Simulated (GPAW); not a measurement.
Consider Si on a B site in HfB2.

```
Hf Si B
1.0
     6.28000    0.00000    0.00000
    -3.14000    5.43864    0.00000
     0.00000    0.00000    6.96000
Hf Si B
8 1 15
Cartesian
  3.1165 5.4212 6.9232
  3.1169 5.4215 3.5212
  -1.5650 2.7184 6.9390
  0.0339 5.4215 6.9225
  -1.5645 2.7186 3.5072
  0.0334 5.4212 3.5224
  1.5748 2.7506 6.9215
  1.5748 2.7508 3.5217
  1.5773 0.9062 1.7416
  1.5732 0.9045 5.2208
  0.0070 3.6260 1.7420
  4.7174 0.9041 1.7455
  -0.0043 3.6198 5.2220
  4.7139 0.9141 5.2228
  3.1452 3.6251 1.7411
  3.1517 3.6199 5.2209
  -0.0974 1.8734 1.7420
  0.0070 1.8086 5.2206
  -1.5638 4.4100 1.7448
  3.2524 1.8732 1.7463
  -1.5668 4.5354 5.2230
  3.1402 1.8092 5.2228
  1.5760 4.5310 1.7417
  1.5740 4.5309 5.2216
```

Absorber: atom 9, with 3 B at 1.93 Å (trigonal planar; the defect atom itself). Method: GPAW, PBE, excited-electron core hole (neutral cell), 24-atom cell with 6.3 Å between holes, 5×5×4 k points, dipole transitions, Gaussian full width 0.9 eV up to 4 eV, rising linearly to 3.5 eV at 25 eV, without spin-orbit coupling.

Predict the near-edge structure at the Si K edge.

Main maxima up to 24 eV above the zero (height): 3.4 eV (0.66), 6.3 eV (1.15), 10.6 eV (1.95) and 16.1 eV (1.17). A K edge sees empty p states on the absorber. The total-energy difference is 1836.33 eV. The tabulated edge of the element is 1839 eV. The functional leaves an error of a few eV in such absolute values.

The Si K spectrum (energy from the lowest empty level; intensity scaled to a mean of 1 over the first 20 eV):

```tsv
E (eV)	isotropic	ε ∥ x	ε ∥ z
-2.0	0.00	0.00	0.00
-1.5	0.00	0.00	0.00
-1.0	0.00	0.00	0.00
-0.5	0.05	0.04	0.06
0.0	0.30	0.24	0.41
0.5	0.58	0.45	0.83
1.0	0.63	0.55	0.78
1.5	0.62	0.63	0.59
2.0	0.60	0.67	0.46
2.5	0.61	0.69	0.46
3.0	0.63	0.68	0.54
3.5	0.66	0.70	0.58
4.0	0.60	0.64	0.50
4.5	0.60	0.62	0.55
5.0	0.70	0.71	0.67
5.5	0.90	0.84	1.01
6.0	1.11	0.94	1.44
6.5	1.13	0.87	1.64
7.0	1.02	0.74	1.57
7.5	0.98	0.73	1.47
8.0	1.04	0.83	1.46
8.5	1.15	1.02	1.40
9.0	1.34	1.38	1.25
9.5	1.61	1.82	1.18
10.0	1.85	2.12	1.30
10.5	1.95	2.17	1.49
11.0	1.90	2.04	1.60
11.5	1.74	1.83	1.56
12.0	1.52	1.58	1.40
12.5	1.28	1.32	1.21
13.0	1.07	1.08	1.06
13.5	0.95	0.95	0.96
14.0	0.92	0.94	0.89
14.5	0.96	1.04	0.81
15.0	1.05	1.21	0.72
15.5	1.13	1.39	0.62
16.0	1.17	1.50	0.53
16.5	1.15	1.49	0.46
17.0	1.05	1.37	0.40
17.5	0.90	1.18	0.36
18.0	0.75	0.97	0.32
18.5	0.63	0.78	0.31
19.0	0.54	0.64	0.33
19.5	0.48	0.53	0.38
20.0	0.45	0.47	0.43
20.5	0.45	0.43	0.49
21.0	0.45	0.42	0.53
21.5	0.47	0.43	0.55
22.0	0.50	0.46	0.57
22.5	0.53	0.50	0.59
23.0	0.57	0.55	0.62
23.5	0.61	0.59	0.65
24.0	0.64	0.61	0.68
24.5	0.66	0.63	0.72
25.0	0.67	0.63	0.74
25.5	0.68	0.63	0.76
26.0	0.69	0.64	0.78
26.5	0.71	0.66	0.80
27.0	0.73	0.68	0.83
27.5	0.75	0.69	0.86
```

The hole lies in one spin channel, while the script sums the empty states of both and takes the lower zero; where the two channels are split, this blurs and shifts the curve. The starting moments shrank to 0.00 μB or less, so this is hardly a magnetic state. In so small a cell the defects form an ordered array, and no site is far from one. The holes are only 6.3 Å apart, so the shape is probably not converged with cell size; no larger cell was run here. The mesh is coarse (0.23 Å⁻¹ between points), so small maxima may be mesh ripples.

[Banner, clock and machine lines of the logs are left out without a mark of their own.]

[Logs are printed without paths, hosts, clocks, repeated set-up lines and the standing remarks that a program may print on its own settings, such as how far it seeks lower states.]

[Hosts, paths, dates, database ids (printed as entryN), source tags and the programs' standing remarks are cut or masked in the printed files.]

[Lists of maxima count a maximum above −3 eV only where it reaches 4 % of the highest in the window and stands out from its surroundings by 2 % of it (1.5 % where it reaches 55 %); shoulders and weaker maxima are passed over, and of the rest the first, up to two pre-edge ones and the few strongest are named.]
